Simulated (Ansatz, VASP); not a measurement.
# Zn35CuHO36 (Cu-H pair in ZnO): VASP beside Ansatz

One calculation is typed for both programs; each brings its own data sets. How far apart do they land? The cell is taken from a series of runs on this material, whose earlier steps may have relaxed, scaled, displaced or heated it; both programs get it as it stands.

Main program and level: Ansatz 0.2.0; plane waves, with VASP 6.6.1 beside it; single point at HSE06.

### 1. The structure

The cell holds 73 atoms: 35 Zn, 36 O, 1 Cu and 1 H. Its edges and angles: a = 9.839 Å, b = 9.839 Å, c = 10.587 Å, α = 90.0°, β = 90.0°, γ = 120.0°. It derives from ZnO (ZnO (P6_3mc)). Nearest the centre at fractional (0.521, 0.375, 0.481): H73 at 0.73 Å, Cu72 at 1.38 Å, O49 at 1.61 Å, O53 at 2.31 Å, O65 at 2.43 Å, O54 at 2.50 Å, Zn16 at 2.88 Å, Zn4 at 2.90 Å.

### 2. VASP: single point, HSE06

A single point gives forces, pressure and levels at one fixed geometry, so differences don't come from the geometry; what else differs is listed under the comparison.

Lines of VASP's logs that name or quote its potential files are left out, and so is its time.

The run reads the wave functions of an earlier VASP run, which isn't shown here.

File INCAR:

```
SYSTEM = Zn35CuHO36
PREC = Accurate
ENCUT = 520
EDIFF = 1E-06
NELM = 100
ISMEAR = -1
SIGMA = 0.01
LREAL = Auto
ALGO = Normal
LHFCALC = .TRUE.
AEXX = 0.25
GGA = PE
HFSCREEN = 0.208
LASPH = .TRUE.
NBANDS = 375
PRECFOCK = Fast
LORBIT = 11
LWAVE = .FALSE.
LCHARG = .FALSE.
ISIF = 2
```

File POSCAR:

```
Zn35CuHO36
1.0
    9.8385603707      0.0000000000      0.0000000000
   -4.9192801853      8.5204432177      0.0000000000
    0.0000000000      0.0000000000     10.5865012063
Zn O Cu H
35 36 1 1
Direct
    0.1096323150      0.2222211010      0.2493828210
    0.2183361000      0.1098589880      0.9974603640
    0.1096655670      0.2239424000      0.7497459830
    0.2078863010      0.1038245230      0.5022588520
    0.1105778270      0.5543810960      0.2510768790
    0.2207869000      0.4446014600      0.0015815820
    0.1107799200      0.5563719530      0.7498957570
    0.2280184800      0.4466440580      0.4994224780
    0.1089335390      0.8864847560      0.2488784570
    0.2215628770      0.7773377340      0.0002319490
    0.1114304270      0.8890721860      0.7502195840
    0.2221218510      0.7757136150      0.4993454090
    0.4409392380      0.2176663620      0.2319504090
    0.5554900780      0.1095854420      0.9976132950
    0.4418612990      0.2210254270      0.7515396490
    0.5590629530      0.1042873640      0.5018375250
    0.4446182950      0.5534829420      0.2541372590
    0.5534982650      0.4454394500      0.9958307310
    0.4394067490      0.5594289060      0.7523112940
    0.4435956460      0.8859049460      0.2499279370
    0.5550306990      0.7782214030      0.0012005410
    0.4436353930      0.8891793330      0.7496548200
    0.5543356430      0.7723633270      0.4987154830
    0.7769592970      0.2222746340      0.2490657510
    0.8876835890      0.1112342110      0.9998026740
    0.7777693370      0.2239937000      0.7495769790
    0.8879332170      0.1130889710      0.4996796670
    0.7746890410      0.5546246320      0.2444926770
    0.8894835520      0.4440900500      0.0008471110
    0.7835268950      0.5596515800      0.7570087710
    0.8903273150      0.4462472310      0.4997938470
    0.7766663320      0.8889941410      0.2501269140
    0.8887900660      0.7803282590      0.0002480720
    0.7768036330      0.8898981480      0.7494533310
    0.8917729630      0.7833539290      0.4990628720
    0.2171135920      0.1081201280      0.1865156940
    0.1096140920      0.2221214050      0.4390406320
    0.2208488930      0.1115940460      0.6889918230
    0.1095022340      0.2226945680      0.9386238320
    0.2211932420      0.4434355740      0.1897918310
    0.1111659240      0.5544718200      0.4398810680
    0.2198785880      0.4448331160      0.6894145070
    0.1104623680      0.5558498380      0.9392426390
    0.2213909890      0.7768814570      0.1894836950
    0.1116688260      0.8881122330      0.4383822150
    0.2220334040      0.7786255570      0.6888386370
    0.1103596680      0.8881090260      0.9388035100
    0.5553081950      0.1080240840      0.1869556040
    0.4292267010      0.1983305510      0.4274633340
    0.5544224440      0.1124697770      0.6888328370
    0.4421777260      0.2201200380      0.9411947660
    0.5526951040      0.4412817920      0.1857552220
    0.4434541280      0.5563031700      0.4386679060
    0.5515703320      0.4464428270      0.7099545610
    0.4418808310      0.5570391230      0.9413265860
    0.5553823240      0.7766524360      0.1894745450
    0.4442409340      0.8876786360      0.4391071490
    0.5552439310      0.7800278790      0.6891715730
    0.4432167250      0.8881867080      0.9385771250
    0.8876188070      0.1111406690      0.1889690640
    0.7763645860      0.2235549080      0.4389099510
    0.8877620370      0.1123052300      0.6887759430
    0.7772232450      0.2226952820      0.9384373600
    0.8884454560      0.4435961600      0.1890332940
    0.7919747500      0.5653286260      0.4299283280
    0.8889070220      0.4459272100      0.6900390620
    0.7790146970      0.5569234580      0.9434323900
    0.8878062180      0.7787945110      0.1882533230
    0.7786145150      0.8919459330      0.4394172100
    0.8902550390      0.7806179760      0.6899451430
    0.7768125930      0.8896036080      0.9388194930
    0.6302358280      0.5048568260      0.5466973260
    0.4755356490      0.2996208600      0.4495792420
```

File KPOINTS:

```
Automatic mesh
0
Gamma
1 1 1
0 0 0
```

PAW data sets: Zn, O, Cu and H (PBE family, release 64).

Started as:

```console
$ export OMP_NUM_THREADS=3
$ mpirun -np 1 vasp_gam
```

Log:

```text
[banner, memory and clock lines left out]
running    1 mpi-ranks, on    1 nodes
[...]
Offloading initialized ...    1 GPUs detected
[...]
LDA part: xc-table for (Slater+PW92), standard interpolation
 found WAVECAR, reading the header
 POSCAR, INCAR and KPOINTS ok, starting setup
[...]
reading WAVECAR
 the WAVECAR file was read successfully
 initial charge from wavefunction
 entering main loop
       N       E                     dE             d eps       ncg     rms          rms(c)
DAV:   1    -0.412148553416E+03   -0.41215E+03   -0.27742E+01  1028   0.460E+01    0.105E+01
DAV:   2    -0.411940619248E+03    0.20793E+00   -0.13583E+01  1020   0.219E+01    0.350E+00
DAV:   3    -0.412013859427E+03   -0.73240E-01   -0.11872E+00  1116   0.566E+00    0.190E+00
DAV:   4    -0.412018603836E+03   -0.47444E-02   -0.21115E-01  1020   0.201E+00    0.112E+00
[...]
DAV:  13    -0.412008742423E+03    0.11313E-05   -0.17144E-05   900   0.175E-02    0.127E-02
DAV:  14    -0.412008741375E+03    0.10485E-05   -0.35103E-06   700   0.151E-02    0.785E-03
DAV:  15    -0.412008740846E+03    0.52855E-06   -0.38363E-06   684   0.802E-03
   1 F= -.41200874E+03 E0= -.41200874E+03  d E =-.360944E-14
```

OUTCAR, selected parts (step 2):

```text
  FREE ENERGIE OF THE ION-ELECTRON SYSTEM (eV)
  ---------------------------------------------------
  free  energy   TOTEN  =      -412.0087408461 eV

  energy  without entropy=     -412.0087408461  energy(sigma->0) =     -412.00874085
```

This run has no spin polarisation, so a moment on Cu, if there is one, isn't seen.

### 3. Ansatz: single point, HSE06

Ansatz runs on its default PAW (the set named soft_2) files.

The same cell, functional, mesh and smearing now go to Ansatz.

File input.yaml:

```yaml
crystal:
  lattice:
    - [9.83856037, 0.0, 0.0]
    - [-4.91928019, 8.52044322, 0.0]
    - [0.0, 0.0, 10.58650121]
  atoms:
    - { symbol: Zn, position: [0.109632315, 0.222221101, 0.249382821] }
    - { symbol: Zn, position: [0.2183361, 0.109858988, -0.002539636] }
    - { symbol: O, position: [0.217113592, 0.108120128, 0.186515694] }
    - { symbol: O, position: [0.109614092, 0.222121405, 0.439040632] }
    - { symbol: Zn, position: [0.109665567, 0.2239424, 0.749745983] }
    - { symbol: Zn, position: [0.207886301, 0.103824523, 0.502258852] }
    - { symbol: O, position: [0.220848893, 0.111594046, 0.688991823] }
    - { symbol: O, position: [0.109502234, 0.222694568, 0.938623832] }
    - { symbol: Zn, position: [0.110577827, 0.554381096, 0.251076879] }
    - { symbol: Zn, position: [0.2207869, 0.44460146, 0.001581582] }
    - { symbol: O, position: [0.221193242, 0.443435574, 0.189791831] }
    - { symbol: O, position: [0.111165924, 0.55447182, 0.439881068] }
    - { symbol: Zn, position: [0.11077992, 0.556371953, 0.749895757] }
    - { symbol: Zn, position: [0.22801848, 0.446644058, 0.499422478] }
    - { symbol: O, position: [0.219878588, 0.444833116, 0.689414507] }
    - { symbol: O, position: [0.110462368, 0.555849838, 0.939242639] }
    - { symbol: Zn, position: [0.108933539, 0.886484756, 0.248878457] }
    - { symbol: Zn, position: [0.221562877, 0.777337734, 0.000231949] }
    - { symbol: O, position: [0.221390989, 0.776881457, 0.189483695] }
    - { symbol: O, position: [0.111668826, 0.888112233, 0.438382215] }
    - { symbol: Zn, position: [0.111430427, 0.889072186, 0.750219584] }
    - { symbol: Zn, position: [0.222121851, 0.775713615, 0.499345409] }
    - { symbol: O, position: [0.222033404, 0.778625557, 0.688838637] }
    - { symbol: O, position: [0.110359668, 0.888109026, 0.93880351] }
    - { symbol: Zn, position: [0.440939238, 0.217666362, 0.231950409] }
    - { symbol: Zn, position: [0.555490078, 0.109585442, -0.002386705] }
    - { symbol: O, position: [0.555308195, 0.108024084, 0.186955604] }
    - { symbol: O, position: [0.429226701, 0.198330551, 0.427463334] }
    - { symbol: Zn, position: [0.441861299, 0.221025427, 0.751539649] }
    - { symbol: Zn, position: [0.559062953, 0.104287364, 0.501837525] }
    - { symbol: O, position: [0.554422444, 0.112469777, 0.688832837] }
    - { symbol: O, position: [0.442177726, 0.220120038, 0.941194766] }
    - { symbol: Zn, position: [0.444618295, 0.553482942, 0.254137259] }
    - { symbol: Zn, position: [0.553498265, 0.44543945, -0.004169269] }
    - { symbol: O, position: [0.552695104, 0.441281792, 0.185755222] }
    - { symbol: O, position: [0.443454128, 0.55630317, 0.438667906] }
    - { symbol: Zn, position: [0.439406749, 0.559428906, 0.752311294] }
    - { symbol: Cu, position: [0.630235828, 0.504856826, 0.546697326] }
    - { symbol: O, position: [0.551570332, 0.446442827, 0.709954561] }
    - { symbol: O, position: [0.441880831, 0.557039123, 0.941326586] }
    - { symbol: Zn, position: [0.443595646, 0.885904946, 0.249927937] }
    - { symbol: Zn, position: [0.555030699, 0.778221403, 0.001200541] }
    - { symbol: O, position: [0.555382324, 0.776652436, 0.189474545] }
    - { symbol: O, position: [0.444240934, 0.887678636, 0.439107149] }
    - { symbol: Zn, position: [0.443635393, 0.889179333, 0.74965482] }
    - { symbol: Zn, position: [0.554335643, 0.772363327, 0.498715483] }
    - { symbol: O, position: [0.555243931, 0.780027879, 0.689171573] }
    - { symbol: O, position: [0.443216725, 0.888186708, 0.938577125] }
    - { symbol: Zn, position: [0.776959297, 0.222274634, 0.249065751] }
    - { symbol: Zn, position: [0.887683589, 0.111234211, -0.000197326] }
    - { symbol: O, position: [0.887618807, 0.111140669, 0.188969064] }
    - { symbol: O, position: [0.776364586, 0.223554908, 0.438909951] }
    - { symbol: Zn, position: [0.777769337, 0.2239937, 0.749576979] }
    - { symbol: Zn, position: [0.887933217, 0.113088971, 0.499679667] }
    - { symbol: O, position: [0.887762037, 0.11230523, 0.688775943] }
    - { symbol: O, position: [0.777223245, 0.222695282, 0.93843736] }
    - { symbol: Zn, position: [0.774689041, 0.554624632, 0.244492677] }
    - { symbol: Zn, position: [0.889483552, 0.44409005, 0.000847111] }
    - { symbol: O, position: [0.888445456, 0.44359616, 0.189033294] }
    - { symbol: O, position: [0.79197475, 0.565328626, 0.429928328] }
    - { symbol: Zn, position: [0.783526895, 0.55965158, 0.757008771] }
    - { symbol: Zn, position: [0.890327315, 0.446247231, 0.499793847] }
    - { symbol: O, position: [0.888907022, 0.44592721, 0.690039062] }
    - { symbol: O, position: [0.779014697, 0.556923458, 0.94343239] }
    - { symbol: Zn, position: [0.776666332, 0.888994141, 0.250126914] }
    - { symbol: Zn, position: [0.888790066, 0.780328259, 0.000248072] }
    - { symbol: O, position: [0.887806218, 0.778794511, 0.188253323] }
    - { symbol: O, position: [0.778614515, 0.891945933, 0.43941721] }
    - { symbol: Zn, position: [0.776803633, 0.889898148, 0.749453331] }
    - { symbol: Zn, position: [0.891772963, 0.783353929, 0.499062872] }
    - { symbol: O, position: [0.890255039, 0.780617976, 0.689945143] }
    - { symbol: O, position: [0.776812593, 0.889603608, 0.938819493] }
    - { symbol: H, position: [0.475535649, 0.29962086, 0.449579242] }
basis:
  ecutwfc: 420
  xc_grid: 2
hamiltonian:
  xc: hse06
kpoints:
  mp_grid: { grid: [1, 1, 1] }
scf:
  occupations: { method: fermi_dirac, width: 0.01 }
  max_iter: 120
output:
  forces: true
checkpoint:
  read: "../relax.run"
```

Started as:

```console
$ ansatz run input.yaml --threads 32 --pin off --max-ram 84787MiB --backend cuda --events-out ev --progress --plain --runs-dir out --max-vram 78GiB
```

Log:

```text
Warning: checkpoint.read: the run can stay near the saved state's solution: 2 site(s) moved relative to the saved geometry (max |Δs| = 7.926e-3 fractional); the SCF starts from the saved state under ` [...]
[...]
Engine: ansatz 0.2.0, aarch64-unknown-linux-gnu
[...]
Pseudopotential: Zn, paw, valence charge 12, recommended cutoff 420 eV (normal), Zn.paw.azcp
Pseudopotential: O, paw, valence charge 6, recommended cutoff 420 eV (normal), O.paw.azcp
Pseudopotential: Cu, paw, valence charge 19, recommended cutoff 420 eV (normal), Cu.paw.azcp
Pseudopotential: H, paw, valence charge 1, recommended cutoff 420 eV (normal), H.paw.azcp
Functional definition: HSE06
[...]
Crystal: 73 atoms, lattice volume = 887.455 Å³
Basis set: ecut = 420 eV, 17351 PW (Γ), exchange–correlation on 144×144×144 points (8 copies of the dense FFT grid, shifted against one another)
Bands: 401, of which v1, the nominal top of the filled ones, is band 328 counted from 1 (327 counted from 0)
[...]
SCF iter   1: F=—  HF=-143238.826362 eV  |Δ(HF+E_count)|=         —  Δρ=2.33e-6  dr2=3.42e-8  Hψ=948
[...]
SCF iter   2: F=-143238.826362 eV  HF=-143238.826362 eV  |Δ(HF+E_count)|=   1.19e-8  Δρ=1.31e-6  dr2=7.94e-9 sched 4.69e-12)  Hψ=970
SCF 4 converged in 2 iterations: F = -143238.826362 eV  dr2 = 7.94e-9
[...]
hybrid outer 3: dexx = +1.918e-8 eV, tail = 3.29e-8 eV, Δε = 2.22e-4 eV (about 7.49e-5 eV left of the loop's levels), ΔF = 5.82e-4 eV/Å (tail 3.72e-4)
hybrid SCF converged: 3 outer / 19 inner (+11 warm-up), last move |dexx| = 1.92e-8 eV, tail = 3.29e-8 eV
[...]
Free energy (F): -143238.826362 eV
[...]
Fermi energy:    7.235136 eV
--- Per-component energies (eV) ---
[...]
--- Forces (eV/Å), atoms counted from 1 ---
[...]
--- Band table (eV) ---
[...]
```

### 4. Comparison

Known differences besides the potentials themselves: exact exchange at q = 0 is treated differently, which shows on coarse meshes; VASP keeps PBE cores, Ansatz makes them for the functional; the data sets hold 656 valence electrons in Ansatz (on its default PAW (the set named soft_2) files) and 648 in VASP; the cutoff is 420 eV in Ansatz and 520 eV in VASP (PREC = Accurate, projectors in real space); VASP takes a coarser grid for exact exchange (PRECFOCK = Fast). Total energies have different zeros and are not compared.

Compared:

| quantity | Ansatz | VASP | difference |
| --- | --- | --- | --- |
| gap on the k mesh (eV) | 1.732 | 1.732 | 0.000 |

Forces on 7 of the 73 atoms, those with the largest forces and the largest differences (eV/Å; atoms numbered as in POSCAR):

| atom | Ansatz x, y, z | VASP x, y, z |
| --- | --- | --- |
| Zn4 | -0.029, -0.027, 0.011 | -0.016, -0.022, 0.008 |
| Zn13 | 0.001, -0.004, -0.042 | 0.000, -0.009, -0.032 |
| O49 | 0.213, -4.297, -1.157 | 0.235, -4.657, -1.258 |
| O53 | -0.008, 0.003, -0.004 | 0.061, -0.039, 0.023 |
| O54 | -0.007, -0.011, 0.010 | -0.016, -0.024, 0.021 |
| O65 | 0.008, 0.001, -0.014 | 0.015, -0.008, -0.050 |
| H73 | -0.209, 4.335, 1.174 | -0.229, 4.750, 1.289 |

The forces differ by 40 meV/Å r.m.s., which is 8.5 % of the r.m.s. force of 0.466 eV/Å (both taken over all components). A gap on the mesh is an upper bound, since the band edges may lie between its points.

### 5. Summary of results

```
r.m.s. force difference (single point, HSE06) : 8.5 % of the r.m.s. force
```

**Reading.** The r.m.s. force difference is 8.5 % of the r.m.s. force (single point, HSE06), beyond the 3 % picked in this series as the mark of a large difference. The data sets hold unlike numbers of valence electrons (656 in Ansatz and 648 in VASP), so part of the differences comes from the potentials. What causes the difference of the single point, HSE06 pair stays open here. Such differences can come from data sets, numerical settings and the points named under the comparisons, not from the functional's error against experiment.

[Lines on the potential files, build, host, timing and source positions are cut from VASP's logs without a mark.]

[Logs are printed without paths, hosts, clocks, repeated set-up lines and the standing remarks that a program may print on its own settings, such as how far it seeks lower states.]

[Hosts, paths, dates, database ids (printed as entryN), source tags and the programs' standing remarks are cut or masked in the printed files.]
